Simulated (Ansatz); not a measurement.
# Mo: the order of phases, with spin-orbit coupling, part 2 of 2

Aim: relax Mo in several structures (bcc, hcp) and rank them by energy, with spin-orbit coupling. The runs shown use PAW and LAPW.

Ansatz 0.2.0; DFT PBE; a cell built from a prototype (bcc type), not taken from measurement. Earlier steps stand in the parts before.

## Step 5: More of the same log: hcp relaxed, PAW files

The log, continued, shortened:

```text
SCF iter   2: F=—  HF=-9913.522031 eV  |F-HF|=—  |Δ(HF+E_count)|=   8.02e-4  Δρ=4.09e-3  dr2=3.77e-3  dr2_m=0.00e0 (ungated)  ethr=2.14e-5  |M|=0.00e0 ∫|m|=0.00e0 μB  |m|>n=0.0e0 m-floor=0.0e0 τ_xc=0.0e0  β_m=0.65  ⟨swp⟩=1.0  Hψ=2970  notcnv=0
[...]
relax step   5: F+E_penalty+E_count = -9913.52095879 eV  Δ(F+E_penalty+E_count) = -4.259e-3 eV  max|allowed force component| = 3.469e-17 eV/Å  Δτ_max = 0.0000 Å  P = +0.662 GPa  Ω = 32.101 Å³  energy of the carried Pulay correction = -1.170e-4 eV  (5 SCF iters, dr2 threshold 2.00e-7 eV, accepted)
[...]
relax step   7: F+E_penalty+E_count = -9913.52487074 eV  Δ(F+E_penalty+E_count) = -1.303e-5 eV  max|allowed force component| = 2.024e-17 eV/Å  Δτ_max = 0.0000 Å  P = +0.003 GPa  Ω = 32.244 Å³  energy of the carried Pulay correction = -1.528e-4 eV  (3 SCF iters, dr2 threshold 8.69e-8 eV, accepted)
[...]
E sigma→0 (E₀):  -9913.514639 eV
Entropy (-TS):   -0.020929 eV (-10.465 meV/atom)
Fermi energy:    20.068589 eV
[...]
--- Forces (eV/Å), atoms counted from 1 ---
  atom   1  Mo     0.00000000     0.00000000     0.00000000
  atom   2  Mo     0.00000000    -0.00000000     0.00000000
[...]
--- Stress (GPa, compression-positive) ---
        0.005914      -0.000000       0.000000
        0.000000       0.005914       0.000000
        0.000000       0.000000       0.020087
  P = ⅓ Tr σ = 0.0106 GPa (0.106 kbar)
--- Relaxed structure (7 steps of the walk, 7 accepted, 1 SCFs on fresh bases) ---
  F+E_penalty+E_count = -9913.52510392 eV   max|allowed force component| = 1.850e-17 eV/Å   (the final SCF, on the basis selected at the relaxed cell)
  cell:  # Å, volume = 32.2435 Å³
    - [2.75733827082617, 0.0, 0.0]
    - [-1.378669135413085, 2.3879249893625194, 0.0]
    - [0.0, 0.0, 4.897018570083791]
  atoms:
    - { symbol: Mo, position: [0.3333333333333333, 0.6666666666666666, 0.25] }
    - { symbol: Mo, position: [0.6666666666666666, 0.3333333333333333, 0.7500000000000001] }
```

Run time: 81 s. Hardware: 2 threads of Arm Neoverse V2, shared host; peak memory 0.62 GiB.

Step by step:

```tsv
step	energy from step 1 (eV/cell)	largest force component (eV/Å)	pressure (GPa)	volume (Å³)
1	0.0000	0.0000	2.83	31.64
2	-0.0069	0.0000	-4.98	32.77
3	-0.0246	0.0000	-3.49	32.58
4	-0.0598	0.0000	1.76	32.10
5	-0.0640	0.0000	0.66	32.10
6	-0.0679	0.0000	0.11	32.23
7	-0.0680	0.0000	0.00	32.24
8	-0.0682	0.0000	0.01	32.24
```

Step 1 is the start. Step 8 repeats the geometry before on a plane-wave basis chosen anew for that cell, so the energy can jump there without any move; the table keeps such jumps.

| input's cell | before | after | change |
| --- | --- | --- | --- |
| a (Å) | 2.825 | 2.757 | -2.4 % |
| b (Å) | 2.825 | 2.757 | -2.4 % |
| c (Å) | 4.577 | 4.897 | +7.0 % |
| volume (Å³/atom) | 15.82 | 16.12 | +1.9 % |

## Step 6: Hcp relaxed, LAPW

Contents of input.yaml:

```yaml
crystal:
  lattice:
    - [2.7573382708, 0.0, 0.0]
    - [-1.3786691354, 2.3879249894, 0.0]
    - [0.0, 0.0, 4.8970185701]
  atoms:
    - { symbol: Mo, position: [0.3333333333, 0.6666666667, 0.25] }
    - { symbol: Mo, position: [0.6666666667, 0.3333333333, 0.75] }
kpoints:
  mp_grid: { grid: [17, 17, 9] }
scf:
  occupations: { method: fermi_dirac, width: 0.05 }
hamiltonian:
  xc: pbe
  pseudopotentials: { kind: all_electron, lapw: { basis_error: 0.0005 } }
output:
  forces: true
  stress: true
  eigenvalues: true
  populations: true
relax:
  f_tol: 0.005
  max_steps: 25
  cell: {}
magnetization:
  noncollinear: true
  spin_orbit: true
```

Run with:

```console
$ ansatz run input.yaml --threads 2 --pin off --max-ram 5120MiB --backend cpu --events-out ev --progress --plain --runs-dir out
```

The log of the run, shortened:

```text
[...]
Mo: projections on atomic orbitals take those of the free atom 1s2 2s2 2p6 3s2 3p6 3d10 4s2 4p6 4d5 5s1, of charge +0.00 (hamiltonian.pseudopotentials.projection_atoms)
LAPW: plane waves up to 8.595 Å⁻¹, error target 5.0e-4 eV per atom; Dirac's equation on spinors; Mo in spheres of 1.337 Å, 30 of its electrons in bands
[...]
[... 3 set-up lines as earlier in the session ...]
[...]
non-collinear run that drives no moment, with spin-orbit: no starting moment large enough to seed its density (crystal.atoms[].spin), no starting occupations that ask for one, no magnetisation constraint and no magnetic field, so the semilocal B_xc is pinned to zero
Crystal: 2 atoms, lattice volume = 32.244 Å³
Basis set: ecut = 281.4680729405547 eV, 337 PW (Γ), exchange–correlation at level 2
[...]
  atom   2  Mo     0.00000000     0.00000000     0.00000000
[...]
--- Stress (GPa, compression-positive) ---
        0.015135       0.000000       0.000000
        0.000000       0.015135      -0.000000
        0.000000      -0.000000       0.047262
  P = ⅓ Tr σ = 0.0258 GPa (0.258 kbar)
--- Band table (eV; the first three rows and the last of 165) ---
[...]
--- Relaxed structure (1 steps of the walk, 1 accepted, 1 SCFs on fresh bases) ---
  F+E_penalty+E_count = -220386.71271982 eV   max|allowed force component| = 9.252e-18 eV/Å   (the final SCF, on the basis selected at the relaxed cell)
  cell:  # Å, volume = 32.2435 Å³
    - [2.7573382708347243, 0.0, 0.0]
    - [-1.3786691354173621, 2.387924989369928, 0.0]
    - [0.0, 0.0, 4.8970185701]
  atoms:
    - { symbol: Mo, position: [0.33333333333333337, 0.6666666666666667, 0.24999999999999997] }
    - { symbol: Mo, position: [0.6666666666666667, 0.33333333333333337, 0.75] }
--- Löwdin populations: 2 sites ---
  site symbol       q [e]
     0     Mo     41.9346
     1     Mo     41.9346
  spilling = 0.001557 (of n_electrons = 84.000000)
```

Wall time 8.6 min (2 threads of Arm Neoverse V2, shared host); peak memory 1.7 GiB.

The steps of the relaxation:

```tsv
step	energy from step 1 (eV/cell)	largest force component (eV/Å)	pressure (GPa)	volume (Å³)
1	0.0000	0.0000	0.03	32.24
2	0.0000	0.0000	0.03	32.24
```

Step 1 is the start. Step 2 repeats the geometry before on a plane-wave basis chosen anew for that cell, so the energy can jump there without any move; the table keeps such jumps.

| input's cell | before | after | change |
| --- | --- | --- | --- |
| a (Å) | 2.757 | 2.757 | +0.0 % |
| b (Å) | 2.757 | 2.757 | +0.0 % |
| c (Å) | 4.897 | 4.897 | +0.0 % |
| volume (Å³/atom) | 16.12 | 16.12 | +0.0 % |

Read from it: pressure 0.03 GPa; no gap.

## Step 7: The series in one table

Free energy per atom, from each method's lowest phase:

| method | start | space group, start → end | volume (Å³/atom) | pressure (GPa) | free energy (meV/atom) |
| --- | --- | --- | --- | --- | --- |
| LAPW | bcc | Im-3m → Im-3m | 15.791 | 0.0 | 0.0 |
| LAPW | hcp | P6_3/mmc → P6_3/mmc | 16.122 | 0.0 | 432.0 |
| PAW | bcc | Im-3m → Im-3m | 15.791 | 0.0 | 0.0 |
| PAW | hcp | P6_3/mmc → P6_3/mmc | 16.122 | 0.0 | 431.4 |

## Step 8: Summary of results

What follows sums up all 2 parts.

```
     quantity                          value
lowest (LAPW)  bcc, 432.0 meV/atom under hcp
 lowest (PAW)  bcc, 431.4 meV/atom under hcp
```

In words: By LAPW the order is bcc < hcp. By PAW the order is bcc < hcp. The methods agree on the lowest phase. Only these structures were tried, with electrons smeared by 0.05 eV and without vibrations, so the true ground state may be another. The k meshes differ between phases and weren't tested, which can move differences by some meV.
